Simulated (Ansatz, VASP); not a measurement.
**La in VASP and in Ansatz**

```
La
1.0
     3.49138    0.00000    0.00000
    -1.74569    3.02362    0.00000
     0.00000    0.00000    3.47699
La
1
Direct
  0.00000 0.00000 0.00000
```

Alike in both runs: functional PBE; k mesh 12 × 12 × 11; occupations fermi-dirac, width 0.08 eV; no spin polarisation.

Ansatz relaxed the structure, and its values are those at the end. VASP's run is a single point on that final structure, the one shown.

|  | VASP | Ansatz |
| --- | --- | --- |
| version | VASP 6.6.1 | Ansatz 0.2.0 |
| potentials or method | VASP PAW PBE potentials, release 64 (La) | PAW with Ansatz's default frozen-core files, scalar-relativistic |
| plane-wave cutoff (eV) | 520 | 420 |
| valence electrons in the cell | 11 | 11 |

```tsv
	VASP	Ansatz	Ansatz less VASP
pressure (GPa)	0.2	0.2	-0.04
```

The runs have no spin-orbit coupling, so splittings on La are missing.
